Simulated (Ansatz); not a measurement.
Here is an Ansatz 0.2.0 calculation.

Contents of input.yaml:

```yaml
crystal:
  lattice:
    - [0.0, 2.9305, 2.9305]
    - [2.9305, 0.0, 2.9305]
    - [2.9305, 2.9305, 0.0]
  atoms:
    - { symbol: In, position: [0.0, 0.0, 0.0] }
    - { symbol: P, position: [0.75, 0.75, 0.75] }
kpoints:
  mp_grid: { grid: [8, 8, 8] }
  band_path:
    path:
      - [0.0, 0.0, 0.0]
      - [0.5, 0.0, 0.5]
      - [0.5, 0.25, 0.75]
      - [0.375, 0.375, 0.75]
      - [0.0, 0.0, 0.0]
      - [0.5, 0.5, 0.5]
      - [0.625, 0.25, 0.625]
      - [0.5, 0.25, 0.75]
    npoints: 12
scf:
  occupations: { method: fermi_dirac, width: 0.05 }
hamiltonian:
  xc: pbesol
  pseudopotentials:
    kind: all_electron
    lapw: { basis_error: 0.001 }
    relativity: none
output:
  forces: true
  stress: true
  eigenvalues: true
```

Potentials or basis: all-electron LAPW, non-relativistic.

Command:

```bash
$ ansatz run input.yaml --threads 1 --pin off --max-ram 3072MiB --backend cpu --events-out ev --progress --plain --runs-dir out
```

(1) Estimate the pressure.

(2) Estimate the band gap along the path.

(3) Estimate the band gap on the k mesh.

## Answers

(1) 2.1 GPa.

(2) 1.14 eV, direct.

(3) 1.14 eV, direct.

Caveat: relativity is left out, which matters for the heavier elements; spin-orbit coupling is left out, which moves the levels of the heavy elements.

**The experiment to reproduce.**

A printed reference work, data compilation reports, for a bulk crystal of InP at 1.6 K: band gap 1.4236 eV (direct).

Measured gap of InP: 1.4236 eV (direct; 1.6 K; a printed reference work, data compilation). This calculation gives 1.14 eV (-0.28 eV). Spin-orbit coupling on In is left out. The value is that of PBEsol, without temperature or zero-point motion. Semilocal functionals fall short of measured gaps as a rule.
